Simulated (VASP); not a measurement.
# GaSb (F-43m) in VASP: further runs

Runs on GaSb. Level: PBE. Tasks: single point.

Program: VASP 6.6.1. These are calculated values, not measurements. Logs are shortened: lines on timing, memory, paths and dates and some standing lists are left out, and cuts for length are marked.

**Experimental background.**

A printed reference work, data compilation reports, for a bulk crystal of GaSb at 4.2 K: band gap 0.811 eV (direct).

The results are compared with them further down.

## (1) The cell of the first run

The structure is cubic, space group F-43m (No. 216). Conventional cell: a = 5.993 Å, b = 5.993 Å, c = 5.993 Å, α = 90.00°, β = 90.00°, γ = 90.00°. Ga (site symmetry -43m) has 4 Sb at 2.60 Å within 3.4 Å. Within 3.4 Å of Sb (site symmetry -43m) lie 4 Ga at 2.60 Å.

## (2) Single point, PBE

The input, INCAR:

```
SYSTEM = GaSb
PREC = Accurate
ENCUT = 500
EDIFF = 1E-6
ISMEAR = 0
SIGMA = 0.01
LREAL = .FALSE.
LASPH = .TRUE.
NELM = 120
ALGO = Normal
ISIF = 2
LWAVE = .FALSE.
LCHARG = .TRUE.
GGA = PE
LELF = .TRUE.
LVHAR = .TRUE.
NBANDS = 16
GGA_COMPAT = .FALSE.
```

The input, KPOINTS:

```
regular mesh
0
G
  6 6 6
  0 0 0
```

The input, POSCAR:

```
GaSb
1.0
    0.0000000000      2.9965539066      2.9965539066
    2.9965539066      0.0000000000      2.9965539066
    2.9965539066      2.9965539066      0.0000000000
Ga Sb
1 1
Direct
    0.0000000000      0.0000000000      0.0000000000
    0.2500000000      0.2500000000      0.2500000000
```

Potentials or basis: VASP PAW PBE potentials, release 64 (Ga_d, Sb).

Started as:

```console
$ cat potpaw_PBE.64/Ga_d/POTCAR potpaw_PBE.64/Sb/POTCAR > POTCAR
$ mpirun -np 1 vasp_std > vasp.out
```

OUTCAR:

```text
SYSTEM = GaSb
   PREC = Accurate
   ENCUT = 500
   EDIFF = 1E-6
   ISMEAR = 0
   LREAL = .FALSE.
   LASPH = .TRUE.
   NELM = 120
   ISIF = 2
   GGA = PE

 ion  position               nearest neighbor table
   1  0.000  0.000  0.000-   2 2.60   2 2.60   2 2.60   2 2.60
   2  0.250  0.250  0.250-   1 2.60   1 2.60   1 2.60   1 2.60

  LATTYP: Found a face centered cubic cell.
 ALAT       =     5.9931078132

  Lattice vectors:

 A1 = (   0.0000000000,   2.9965539066,   2.9965539066)
 A2 = (   2.9965539066,   0.0000000000,   2.9965539066)
 A3 = (   2.9965539066,   2.9965539066,   0.0000000000)

Analysis of symmetry for initial positions (statically):
=====================================================================
 Subroutine PRICEL returns:
 Original cell was already a primitive cell.

 Routine SETGRP: Setting up the symmetry group for a
 face centered cubic supercell.

 Subroutine GETGRP returns: Found 24 space group operations
 (whereof 24 operations were pure point group operations)
 out of a pool of 48 trial point group operations.

The static configuration has the point symmetry T_d .

Analysis of symmetry for dynamics (positions and initial velocities):
=====================================================================
 Subroutine PRICEL returns:
 Original cell was already a primitive cell.

 Routine SETGRP: Setting up the symmetry group for a
 face centered cubic supercell.

 Subroutine GETGRP returns: Found 24 space group operations
 (whereof 24 operations were pure point group operations)
 out of a pool of 48 trial point group operations.

The dynamic configuration has the point symmetry T_d .

 Subroutine INISYM returns: Found 24 space group operations
 (whereof 24 operations are pure point group operations),
 and found     1 'primitive' translations

----------------------------------------------------------------------------------------

                                     Primitive cell

  volume of cell :      53.8141

  direct lattice vectors                    reciprocal lattice vectors
     0.000000000  2.996553907  2.996553907    -0.166858336  0.166858336  0.166858336
     2.996553907  0.000000000  2.996553907     0.166858336 -0.166858336  0.166858336
     2.996553907  2.996553907  0.000000000     0.166858336  0.166858336 -0.166858336

  length of vectors
     4.237767175  4.237767175  4.237767175     0.289007116  0.289007116  0.289007116

[... 70 lines left out ...]
   NELM   =    120;   NELMIN=  2; NELMDL= -5     # of ELM steps
   EDIFF  = 0.1E-05   stopping-criterion for ELM
   LREAL  =      F    real-space projection
   EDIFFG = 0.1E-04   stopping-criterion for IOM
   NSW    =      0    number of steps for IOM
   IBRION =     -1    ionic relax: 0-MD 1-quasi-New 2-CG
   NFREE  =      0    steps in history (QN), initial steepest desc. (CG)
   ISIF   =      2    stress and relaxation
   ISYM   =      2    0-nonsym 1-usesym 2-fastsym
   POTIM  = 0.5000    time-step for ionic-motion
   TEBEG  =    0.0;   TEEND  =   0.0 temperature during run
   PSTRESS=    0.0 pullay stress
   NELECT =      18.0000    total number of electrons
   NUPDOWN=      -1.0000    fix difference up-down
   EMIN   =  10.00;   EMAX   =-10.00  energy-range for DOS
   EFERMI =   0.00;   METHOD = LEGACY
   ISMEAR =     0;   SIGMA  =   0.01  broadening in eV -4-tet -1-fermi 0-gaus
   EFERMI_NEDOS =   21; number of points for ismear=-14 and -15
   IALGO  =     38    algorithm
   IMIX   =      4    mixing-type and parameters
     AMIX     =   0.40;   BMIX     =  1.00
     AMIX_MAG =   1.60;   BMIX_MAG =  1.00
  volume/ion in A,a.u.               =      26.91       181.58
  Fermi-wavevector in a.u.,A,eV,Ry     =   1.136406  2.147496 17.570821  1.291419
  Thomas-Fermi vector in A             =   2.273111
   LORBIT       =      0    0 simple, 1 ext, 2 COOP (PROOUT), +10 PAW based schemes
   GGA     = PE    functional components
   LHFCALC =     F    Hartree Fock is set to
   AEXX    =    0.0000 exact exchange contribution
   IVDW    =     0    specifies the selected vdW correction
   LEPSILON=     F    determine dielectric tensor
   LRPA    =     F    only Hartree local field effects (RPA)
 non-spin polarized calculation
 Gauss-broadening in eV      SIGMA  =   0.01
  energy-cutoff  :      500.00
  volume of cell :       53.81
 maximum number of plane-waves:      1380
   NGX = 15   NGY = 15   NGZ = 15

 number of electron      18.0000008 magnetization

 Free energy of the ion-electron system (eV)
  ---------------------------------------------------
  ext. energy  EPLUGINS =         0.00000000
  ---------------------------------------------------
  free energy    TOTEN  =        -7.22987581 eV

  energy without entropy =       -7.22987581  energy(sigma->0) =       -7.22987581

 E-fermi :   5.5992     XC(G=0):  -9.3574

 val. band max:        5.5336589504   @ k =   0.0000   0.0000   0.0000
 cond. band min:       6.0201954025   @ k =   0.0000   0.0000   0.0000
 fundamental gap:      0.4865364521
 Fermi energy:         5.5992214795

 k-point     1 :       0.0000    0.0000    0.0000
  band No.  band energies     occupation
      1      -9.6460      2.00000
      2      -9.6460      2.00000
      3      -9.6460      2.00000
      4      -9.5862      2.00000
      5      -9.5862      2.00000
      6      -6.3920      2.00000
[... 281 lines left out ...]
      3      -9.6172      2.00000
      4      -9.5963      2.00000
      5      -9.5844      2.00000
      6      -3.6339      2.00000
[... 8 lines left out ...]
     15      15.8979      0.00000
     16      17.2058      0.00000

------------------------ aborting loop because EDIFF is reached ----------------------------------------

  FORCE on cell =-STRESS in cart. coord.  units (eV):
  Direction    XX          YY          ZZ          XY          YZ          ZX
  --------------------------------------------------------------------------------------
  -------------------------------------------------------------------------------------
  Total        2.1323597      2.1323597      2.1323597     -0.0000000      0.0000000     -0.0000000
  in kB       63.4855324     63.4855324     63.4855324     -0.0000000      0.0000000     -0.0000000
  external PRESSURE =      63.4855324 kB  Pullay stress =       0.0000000 kB

 VOLUME and BASIS-vectors are now :
 -----------------------------------------------------------------------------
  energy-cutoff  :      500.00
  volume of cell :       53.81
      direct lattice vectors                 reciprocal lattice vectors
     0.000000000  2.996553907  2.996553907    -0.166858336  0.166858336  0.166858336
     2.996553907  0.000000000  2.996553907     0.166858336 -0.166858336  0.166858336
     2.996553907  2.996553907  0.000000000     0.166858336  0.166858336 -0.166858336

 POSITION                                       TOTAL-FORCE (eV/Angst)
 -----------------------------------------------------------------------------------
      0.00000      0.00000      0.00000         0.000000      0.000000      0.000000
      1.49828      1.49828      1.49828        -0.000000     -0.000000     -0.000000
 -----------------------------------------------------------------------------------
    total drift:                                0.000001      0.000001      0.000001

  FREE ENERGIE OF THE ION-ELECTRON SYSTEM (eV)
  ---------------------------------------------------
  free  energy   TOTEN  =        -7.2298758078 eV

  energy  without entropy=       -7.2298758078  energy(sigma->0) =       -7.22987581
```

OSZICAR:

```text
N       E                     dE             d eps       ncg     rms          rms(c)
DAV:   1     0.852699917282E+02    0.85270E+02   -0.83944E+03   520   0.133E+03
DAV:   2    -0.719548840377E+00   -0.85990E+02   -0.82504E+02   600   0.303E+02
DAV:   3    -0.718027950282E+01   -0.64607E+01   -0.64453E+01   616   0.648E+01
DAV:   4    -0.729402439239E+01   -0.11374E+00   -0.11373E+00   640   0.972E+00
DAV:   5    -0.729663326349E+01   -0.26089E-02   -0.26088E-02   624   0.133E+00    0.346E+00
DAV:   6    -0.724499907842E+01    0.51634E-01   -0.64956E-02   760   0.409E+00    0.209E+00
DAV:   7    -0.722828028860E+01    0.16719E-01   -0.46480E-02   584   0.173E+00    0.364E-01
DAV:   8    -0.722934050420E+01   -0.10602E-02   -0.47266E-03   656   0.805E-01    0.105E-01
DAV:   9    -0.722984297868E+01   -0.50247E-03   -0.76704E-04   592   0.208E-01    0.385E-02
DAV:  10    -0.722984913667E+01   -0.61580E-05   -0.29006E-05   704   0.372E-02    0.121E-02
DAV:  11    -0.722987544400E+01   -0.26307E-04   -0.35525E-05   600   0.380E-02    0.671E-03
DAV:  12    -0.722987580781E+01   -0.36381E-06   -0.11725E-06   616   0.931E-03
   1 F= -.72298758E+01 E0= -.72298758E+01  d E =-.168302E-22
```

Wall time 15 s (1 thread of Intel Xeon Platinum 8488C (Sapphire Rapids), shared host); peak memory 0.17 GiB.

What came out:

```
Free energy            : -7.2299 eV
Pressure               : 6.3 GPa
Band gap on the k mesh : 0.49 eV, direct
```

Caveat: spin-orbit coupling is left out, which moves the levels of the heavy elements.

## (3) Single point, PBE

This run uses another cell than the first one, of 27.48 Å³/atom, 1.021 times its volume.

The input, INCAR:

```
SYSTEM = GaSb
  PREC = Accurate
  ENCUT = 500
  EDIFF = 1E-6
  ISMEAR = 0
  SIGMA = 0.01
  LREAL = .False.
  LASPH = .True.
  NELM = 120
  ALGO = Normal
  ISIF = 2
  LWAVE = .False.
  LCHARG = .False.
  GGA = PE
  NBANDS = 16
  GGA_COMPAT = .False.
```

The input, KPOINTS:

```
regular mesh
0
Gamma
  6 6 6
  0 0 0
```

The input, POSCAR:

```
GaSb
1.0
    0.0000000000      3.0176570942      3.0176570942
    3.0176570942      0.0000000000      3.0176570942
    3.0176570942      3.0176570942      0.0000000000
Ga Sb
1 1
Direct
    0.0000000000      0.0000000000      0.0000000000
    0.2500000000      0.2500000000      0.2500000000
```

Potentials or basis: VASP PAW PBE potentials, release 64 (Ga_d, Sb).

Started as:

```console
$ cat potpaw_PBE.64/Ga_d/POTCAR potpaw_PBE.64/Sb/POTCAR > POTCAR
$ mpirun -np 1 vasp_std > vasp.out
```

Run time: 14 s. Hardware: 1 thread of Intel Xeon Platinum 8488C (Sapphire Rapids), shared host; peak memory 0.18 GiB.

The run converged. Its results:

* Free energy: -7.2699 eV
* Pressure: 4.9 GPa
* Band gap on the k mesh: 0.33 eV, direct

Levels at points of the mesh, in eV from the valence-band top:
```
           k point  band 5  band 6  band 7  band 8  band 9  band 10  band 11  band 12  band 13  band 14
(0.00, 0.00, 0.00)  -15.08  -11.77    0.00    0.00    0.00     0.33     2.76     2.76     2.76     5.84
(0.50, 0.00, 0.00)  -15.07  -10.04   -6.58   -1.22   -1.22     0.49     3.74     3.74     6.43     9.62
(0.50, 0.50, 0.00)  -15.07   -9.14   -7.01   -2.72   -2.72     0.85     1.17     8.95     8.95    10.42
```

Caveat: spin-orbit coupling is left out, which moves the levels of the heavy elements. A k mesh can miss the band edges.

## (4) Single point, PBE

This run uses another cell than the first one, of 28.05 Å³/atom, 1.043 times its volume.

The input, INCAR:

```
PREC = Accurate
ENCUT = 500
EDIFF = 1E-6
ISMEAR = 0
SIGMA = 0.01
LREAL = False
LASPH = True
NELM = 120
ALGO = Normal
ISIF = 2
LWAVE = False
LCHARG = False
GGA = PE
NBANDS = 16
GGA_COMPAT = False
```

The input, KPOINTS:

```
regular mesh
0
Gamma
  6 6 6
```

The input, POSCAR:

```
GaSb
1.0
    0.0000000000      3.0384691801      3.0384691801
    3.0384691801      0.0000000000      3.0384691801
    3.0384691801      3.0384691801      0.0000000000
Ga Sb
1 1
Direct
    0.0000000000      0.0000000000      0.0000000000
    0.2500000000      0.2500000000      0.2500000000
```

Started as:

```console
$ cat potpaw_PBE.64/Ga_d/POTCAR potpaw_PBE.64/Sb/POTCAR > POTCAR
$ mpirun -np 1 vasp_std > vasp.out
```

Run time: 13 s. Hardware: 1 thread of Intel Xeon Platinum 8488C (Sapphire Rapids), shared host; peak memory 0.17 GiB.

It converged, with:

```
Free energy            : -7.2999 eV
Pressure               : 3.5 GPa
Band gap on the k mesh : 0.18 eV, direct
```

Levels at points of the mesh, in eV from the valence-band top:
```csv
k point,band 5,band 6,band 7,band 8,band 9,band 10,band 11,band 12,band 13,band 14
"(0.00, 0.00, 0.00)",-15.03,-11.62,0.00,0.00,0.00,0.18,2.76,2.76,2.76,5.83
"(0.50, 0.00, 0.00)",-15.03,-9.94,-6.47,-1.19,-1.19,0.44,3.74,3.74,6.45,9.49
"(0.50, 0.50, 0.00)",-15.03,-9.08,-6.91,-2.65,-2.65,0.88,1.21,8.81,8.81,10.24
```

Caveat: spin-orbit coupling is left out, which moves the levels of the heavy elements.

## (5) Single point, PBE

This run uses another cell than the first one, of 28.62 Å³/atom, 1.064 times its volume.

The input, INCAR:

```
SYSTEM = GaSb
  PREC = Accurate
  ENCUT = 500
  EDIFF = 1E-6
  ISMEAR = 0
  SIGMA = 0.01
  LREAL = .False.
  LASPH = .True.
  NELM = 120
  ALGO = Normal
  ISIF = 2
  LWAVE = .False.
  LCHARG = .True.
  GGA = PE
  LELF = .True.
  LVHAR = .True.
  NBANDS = 16
  GGA_COMPAT = .False.
```

The input, KPOINTS:

```
regular mesh
0
Gamma
  6 6 6
  0 0 0
```

The input, POSCAR:

```
GaSb
1.0
    0.0000000000      3.0590000000      3.0590000000
    3.0590000000      0.0000000000      3.0590000000
    3.0590000000      3.0590000000      0.0000000000
Ga Sb
1 1
Direct
    0.0000000000      0.0000000000      0.0000000000
    0.2500000000      0.2500000000      0.2500000000
```

Potentials or basis: VASP PAW PBE potentials, release 64 (Ga_d, Sb).

Started as:

```console
$ cat potpaw_PBE.64/Ga_d/POTCAR potpaw_PBE.64/Sb/POTCAR > POTCAR
$ mpirun -np 1 vasp_std > vasp.out
```

OUTCAR:

```text
SYSTEM = GaSb
   PREC = Accurate
   ENCUT = 500
   EDIFF = 1E-6
   ISMEAR = 0
   LREAL = .False.
   LASPH = .True.
   NELM = 120
   ISIF = 2
   GGA = PE

 ion  position               nearest neighbor table
   1  0.000  0.000  0.000-   2 2.65   2 2.65   2 2.65   2 2.65
   2  0.250  0.250  0.250-   1 2.65   1 2.65   1 2.65   1 2.65

  LATTYP: Found a face centered cubic cell.
 ALAT       =     6.1180000000

  Lattice vectors:

 A1 = (   0.0000000000,   3.0590000000,   3.0590000000)
[... 478 lines left out ...]

------------------------ aborting loop because EDIFF is reached ----------------------------------------

  FORCE on cell =-STRESS in cart. coord.  units (eV):
  Direction    XX          YY          ZZ          XY          YZ          ZX
  --------------------------------------------------------------------------------------
  -------------------------------------------------------------------------------------
  Total        0.8390182      0.8390182      0.8390182      0.0000000      0.0000000     -0.0000000
  in kB       23.4808341     23.4808341     23.4808341      0.0000000      0.0000000     -0.0000000
  external PRESSURE =      23.4808341 kB  Pullay stress =       0.0000000 kB

 VOLUME and BASIS-vectors are now :
 -----------------------------------------------------------------------------
  energy-cutoff  :      500.00
  volume of cell :       57.25
      direct lattice vectors                 reciprocal lattice vectors
     0.000000000  3.059000000  3.059000000    -0.163452109  0.163452109  0.163452109
     3.059000000  0.000000000  3.059000000     0.163452109 -0.163452109  0.163452109
     3.059000000  3.059000000  0.000000000     0.163452109  0.163452109 -0.163452109

 POSITION                                       TOTAL-FORCE (eV/Angst)
 -----------------------------------------------------------------------------------
      0.00000      0.00000      0.00000        -0.000000     -0.000000     -0.000000
      1.52950      1.52950      1.52950         0.000000      0.000000      0.000000
 -----------------------------------------------------------------------------------
    total drift:                                0.000001      0.000001      0.000001

  FREE ENERGIE OF THE ION-ELECTRON SYSTEM (eV)
  ---------------------------------------------------
  free  energy   TOTEN  =        -7.3209479169 eV

  energy  without entropy=       -7.3209429213  energy(sigma->0) =       -7.32094542
```

stdout:

```text
POSCAR found type information on POSCAR GaSb
 POSCAR found :  2 types and       2 ions
 scaLAPACK will be used
 LDA part: xc-table for (Slater+PW92), standard interpolation
 POSCAR, INCAR and KPOINTS ok, starting setup
 FFT: planning ... GRIDC
 FFT: planning ... GRID_SOFT
 FFT: planning ... GRID
 WAVECAR not read
 entering main loop
```

Run time: 17 s. Hardware: 1 thread of Intel Xeon Platinum 8488C (Sapphire Rapids), shared host; peak memory 0.17 GiB.

What came out:

```
Free energy            : -7.3209 eV
Pressure               : 2.3 GPa
Band gap on the k mesh : 0.03 eV, direct
```

Levels at points of the mesh, in eV from the valence-band top:
| k point | band 7 | band 8 | band 9 | band 10 | band 11 | band 12 |
| --- | --- | --- | --- | --- | --- | --- |
| (0.00, 0.00, 0.00) | 0.00 | 0.00 | 0.00 | 0.03 | 2.77 | 2.77 |
| (0.50, 0.00, 0.00) | -6.37 | -1.16 | -1.16 | 0.40 | 3.74 | 3.74 |
| (0.50, 0.50, 0.00) | -6.82 | -2.58 | -2.58 | 0.90 | 1.25 | 8.68 |

Caveat: spin-orbit coupling is left out, which moves the levels of the heavy elements.

## (6) Overview

| cell | gap on the mesh (eV) | pressure (GPa) |
| --- | --- | --- |
| a = 4.238 Å, angles 60.0°, 2 atoms | 0.49 | 6.3 |
| a = 4.268 Å, angles 60.0°, 2 atoms | 0.33 | 4.9 |
| a = 4.297 Å, angles 60.0°, 2 atoms | 0.18 | 3.5 |
| a = 4.326 Å, angles 60.0°, 2 atoms | 0.03 | 2.3 |

Alike in all rows: task single point; level PBE; potentials or basis VASP PAW PBE potentials, release 64 (Ga_d, Sb); no spin polarisation; k mesh 6 × 6 × 6; cutoff (eV) 500; smearing gaussian 0.01 eV.

Caveats: spin-orbit coupling is left out, which moves the levels of the heavy elements.

Absolute energies hang on the potentials; compare differences alone.

## (7) How close it comes

Step 5. Against the measured gap of GaSb, 0.811 eV (direct; 4.2 K; a printed reference work, data compilation), the calculated 0.03 eV is off by -0.78 eV. Spin-orbit coupling on Ga, Sb is left out. The value is that of PBE on a finite k mesh, which can miss the band edges, without temperature or zero-point motion. Semilocal functionals fall short of measured gaps as a rule.
